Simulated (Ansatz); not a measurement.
**Structure types of Te compared at 9 GPa**

Structure types of Te are relaxed in primitive cells with their symmetry kept at 9 GPa, first on PAW files, then by LAPW. The enthalpy is E + pV at zero temperature, without zero-point motion. Only the types listed were tried, and differences under about 5 meV/atom are mesh noise. Not among the end structures: fcc, hcp, which may lie lower.

Level of theory: DFT with PBE, scalar-relativistic, in Ansatz 0.2.0; Fermi–Dirac smearing of 0.1 eV, no spin polarisation. LAPW: all electrons, basis error target 0.5 meV/atom; PAW: frozen-core files, cutoff 420 eV.

k meshes: bcc 15×15×15, hcp 13×13×7, simple hexagonal 14×14×13, A7 11×11×11, beta tin 14×14×14.

Spin–orbit coupling is left out, which matters for the heavy atoms.

| start type | ends as | a, b, c (Å) | V (Å³/atom) | H − H(lowest), LAPW (meV/atom) |
| --- | --- | --- | --- | --- |
| bcc | bcc, Im-3m | 3.696, 3.696, 3.696 | 25.25 | ? |
| hcp | distorted hcp, P6_3/mmc | 3.690, 3.690, 4.483 | 26.43 | ? |
| simple hexagonal | simple hexagonal, P6/mmm | 3.225, 3.225, 3.030 | 27.29 | 108.1 |
| A7 | R-3m, R-3m | 3.929, 3.929, 6.205 | 27.65 | 0.0 |
| beta tin | beta tin, I4_1/amd | 6.060, 6.060, 3.055 | 28.04 | 157.3 |

Problem. What belongs in the row "hcp", column "H − H(lowest), LAPW (meV/atom)"?

Solution. 41.8.

Problem. What belongs in the row "bcc", column "H − H(lowest), LAPW (meV/atom)"?

Solution. 82.9.

Problem. Split the lead of R-3m over distorted hcp into energy and pV.

Solution. For distorted hcp less R-3m: ΔE = +110.7 meV/atom, and p·ΔV = 9 GPa × -1.2262 Å³ × 6.242 meV/(GPa·Å³) = -68.9 meV/atom, together 41.8 meV/atom. R-3m wins by its internal energy, though it is the less dense.

Problem. Would distorted hcp gain on R-3m at higher pressure?

Solution. Yes: dH/dp = V, and its volume is smaller by 1.23 Å³/atom. Held constant, that would close the gap after about 5.5 GPa more, a rough figure, since the volume difference changes with pressure.
